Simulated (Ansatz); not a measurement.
Planning a run of Ansatz 0.2.0 on SiC (P6_3mc). The input:

```yaml
crystal:
  lattice:
    - [3.0735139282, 0.0, 0.0]
    - [-1.5367569641, 2.6617411407, 0.0]
    - [0.0, 0.0, 5.04524771]
  atoms:
    - { symbol: Si, position: [0.33333333, 0.66666667, 0.4996024] }
    - { symbol: Si, position: [0.66666667, 0.33333333, 0.9996024] }
    - { symbol: C, position: [0.33333333, 0.66666667, 0.8753976] }
    - { symbol: C, position: [0.66666667, 0.33333333, 0.3753976] }
kpoints:
  mp_grid: { grid: [9, 9, 4] }
hamiltonian:
  xc: pbe
  pseudopotentials: { kind: paw, azcp: { folder: soft_1 } }
scf:
  occupations: { method: fixed }
dielectric: {}
```

```sh
ansatz run input.yaml --threads 3 --pin off --max-ram 92160MiB --backend cuda --events-out ev --progress --plain --runs-dir out --devices 1 --max-vram 13GiB
```

Q: How long will it take on 1 × NVIDIA H100 80GB HBM3 (shared by 6 runs) with 3 threads of AMD EPYC 7R13 (Zen 3), shared host, and how much memory?

It took 34 s; on shared hardware allow 17 s to 67 s. Peak host memory was 1.4 GiB.

[Paths, hosts, dates, memory and timing lines, banners, echoed tables and standing remarks are left out of the program output.]

[Logs are printed without paths, hosts, clocks, repeated set-up lines and the standing remarks that a program may print on its own settings, such as how far it seeks lower states.]

[Runs of the session that timed out or met a known fault of the program may be left out.]

[Cells called generated may have been cut or substituted from an entry of the Crystallography Open Database or the Materials Project.]

[Hosts, paths, dates, database ids (printed as entryN), source tags and the programs' standing remarks are cut or masked in the printed files.]
